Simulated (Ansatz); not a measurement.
Write the native input for Ansatz 0.2.0 that does the following.

| Property | Result |
| --- | --- |
| Task | band structure |
| Functional | PBEsol |
| Potentials or basis | Ansatz PAW |
| Cutoff | 420 eV (not typed: the program's choice for these potentials) |
| k mesh | 11 × 11 × 6 |
| Occupations | fermi-dirac, width 0.05 eV |
| Spin | spin-orbit coupling, no magnetisation |
| Path | [["G", "M", "K", "G", "A", "L", "H", "A"], ["L", "M"], ["K", "H"]] |
| Points for each segment of the path | 14 |

The system is Os.

```
Os
1.0
     2.73410    0.00000    0.00000
    -1.36705    2.36780    0.00000
     0.00000    0.00000    4.31970
Os
2
Direct
  0.66667 0.33333 0.75000
  0.33333 0.66667 0.25000
```

These files were run (other wordings do the same):

input.yaml

```yaml
crystal:
  lattice:
    - [2.7341, 0.0, 0.0]
    - [-1.36705, 2.3678000565, 0.0]
    - [0.0, 0.0, 4.3197]
  atoms:
    - { symbol: Os, position: [0.6666666667, 0.3333333333, 0.75] }
    - { symbol: Os, position: [0.3333333333, 0.6666666667, 0.25] }
hamiltonian:
  xc: pbesol
  pseudopotentials: { kind: paw_fr }
magnetization:
  noncollinear: true
  spin_orbit: true
kpoints:
  mp_grid: { grid: [11, 11, 6] }
  band_path:
    path:
      - [[0.0, 0.0, 0.0], [0.5, 0.0, 0.0], [0.3333333333, 0.3333333333, 0.0], [0.0, 0.0, 0.0], [0.0, 0.0, 0.5], [0.5, 0.0, 0.5], [0.3333333333, 0.3333333333, 0.5], [0.0, 0.0, 0.5]]
      - [[0.5, 0.0, 0.5], [0.5, 0.0, 0.0]]
      - [[0.3333333333, 0.3333333333, 0.0], [0.3333333333, 0.3333333333, 0.5]]
    npoints: 14
scf:
  occupations: { method: fermi_dirac, width: 0.05 }
  n_extra_bands: 6
output:
  forces: true
  stress: true
  eigenvalues: true
  fatbands: false
```

Potentials or basis: Ansatz PAW.

The run is started by

```console
$ ansatz run input.yaml --threads 2 --pin off --max-ram 5632MiB --backend cpu --events-out ev --progress --plain --runs-dir out
```

Results of the run:

```
Pressure               : -2.4 GPa
Band gap on the k mesh : none (metal or under the smearing width)
```

Caveat: the PAW data sets come from PBE, with cores solved anew for the run's functional, which leaves a small shift of forces and pressure.

It took 10 s on 2 threads of AMD EPYC 7R13 Processor (Zen 3), on a shared host, peak memory 0.48 GiB.
